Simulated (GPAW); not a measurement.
**Mo in GPAW: convergence with plane-wave cutoff (eV)**

Mo:

```
Mo
1.0
    -1.58381    1.58381    1.58381
     1.58381   -1.58381    1.58381
     1.58381    1.58381   -1.58381
Mo
1
Cartesian
  0.0000 0.0000 0.0000
```

| Quantity | Value |
| --- | --- |
| Program | GPAW 26.7.0 |
| Task | convergence study |
| Functional | PBE |
| Potentials or basis | GPAW PAW data sets (gpaw-data 1.2.1) |
| Cutoff | 200 eV |
| Basis | pw |
| k mesh | 12 × 12 × 12 |
| Occupations | fermi-dirac, width 0.05 eV |
| Spin | no spin polarisation |

These are the settings of the first run; the series varies plane-wave cutoff (eV), with any setting tied to it.

Hardware: 1 thread of Arm Neoverse V2, with other jobs on the host.

| plane-wave cutoff (eV) | energy less the tightest run, at zero smearing (meV/atom) | pressure (GPa) | SCF cycles | CPU time (s) | peak memory (GiB) |
| --- | --- | --- | --- | --- | --- |
| 200 | 953.54 | -14.27 | 8 | 4.2 | 0.12 |
| 250 | 509.67 | -15.38 | 8 | 5 | 0.12 |
| 300 | 225.39 | -10.80 | 8 | 5.1 | 0.12 |
| 350 | 83.61 | -6.32 | 8 | 5.5 | 0.12 |
| 400 | 26.14 | -3.62 | 8 | 6.9 | 0.13 |
| 500 | 5.01 | -2.33 | 8 | 7.7 | 0.13 |
| 600 | 1.67 | -2.22 | 8 | 8 | 0.13 |
| 800 | 0.09 | -2.16 | 8 | 14 | 0.15 |
| 1000 | 0.00 | -2.15 | 8 | 22 | 0.16 |

Against the tightest run, the energy stays within 1 meV/atom from 800 on; the pressure stays within 0.1 GPa from 600 on. The tightest run that finished is the yardstick and may itself not be fully converged.
